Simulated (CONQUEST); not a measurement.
Runs of CONQUEST 1.3 on Sn. It takes space group Fd-3m (No. 227, cubic). Conventional cell: a = 6.467 Å, b = 6.467 Å, c = 6.467 Å, α = 90.00°, β = 90.00°, γ = 90.00°. Around Sn (site symmetry -43m) lie 4 Sn at 2.80 Å. This isn't the form of Sn at room conditions, which is tetragonal (white tin).

```tsv
potentials or basis	cell	gap on the mesh (eV)	pressure (GPa)	largest force (eV/Å)
PseudoDojo NC PBE, SZ, grid cutoff 120 Ha	as given	none	6.1	-
PseudoDojo NC PBE, DZ, grid cutoff 120 Ha	as given	none	3.5	-
PseudoDojo NC PBE, SZP, grid cutoff 120 Ha	atoms moved at random, drawn with an rms of 0.05 Å	none	5.9	0.71
PseudoDojo NC PBE, SZP, grid cutoff 120 Ha	as given	none	(a)	-
PseudoDojo NC PBE, SZ, grid cutoff 120 Ha	atoms moved at random, drawn with an rms of 0.05 Å	0.22	6.1	0.79
PseudoDojo NC PBE, DZP, grid cutoff 120 Ha	atoms moved at random, drawn with an rms of 0.05 Å	none	3.8	0.60
PseudoDojo NC PBE, DZ, grid cutoff 120 Ha	atoms moved at random, drawn with an rms of 0.05 Å	none	3.5	0.59
PseudoDojo NC PBE, DZP, grid cutoff 120 Ha	as given	none	3.7	-
```

Alike in all rows: task single point; level PBE; no spin polarisation; k mesh 6 × 6 × 4; smearing fermi-dirac 0.05 eV.

**Question.** Fill in the values left out.

**Answer.** (a) 5.8.

Caveats: the basis of atomic orbitals isn't converged, which shifts pressures, moduli and gaps; the atomic basis is small (some runs); the real-space grid breaks the cell's symmetry a little (some runs); the box holds several primitive cells, so bands are folded and the points are those of the box's own zone (some runs); spin-orbit coupling is left out, which moves the levels of the heavy elements (some runs).

A k mesh can miss the band edges, and the runs leave out spin-orbit coupling on Sn.

A gap of «none» marks a metal or a gap under the smearing width.
